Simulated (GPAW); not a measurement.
The system is Yb.

```
Yb
1.0
    -2.15148    2.15148    2.15148
     2.15148   -2.15148    2.15148
     2.15148    2.15148   -2.15148
Yb
1
Direct
  0.00000 0.00000 0.00000
```

This isn't the form of Yb at room conditions, which is fcc.

Base run:

```yaml
Program: GPAW 26.7.0
Functional: LDA
Potentials_or_basis: the program's PAW data sets (release 1.2.1) made for this functional
Cutoff: 800 eV
Basis: pw
k_mesh: 9 × 9 × 9
Occupations: fermi-dirac, width 0.05 eV
Spin: collinear spin, ferromagnetic start
Starting_moments: "[1.0] μB"
Hubbard_terms: Yb f U = 3 eV
```

Its results: band gap on the k mesh none (metal or under the smearing width); pressure -3.1 GPa; net moment 0.00 μB per cell.

**Question.** The run is repeated on the same cell with these changes: hubbard terms from Yb f U = 3 eV to none. What comes out?

**Answer.** Band gap on the k mesh none (metal or under the smearing width); pressure -4.5 GPa; net moment 0.00 μB per cell.

Caveats: one-centre terms of the f shell are cut off; spin-orbit coupling is left out, which moves the levels of the heavy elements.

Not every run made on this cell is shown here.
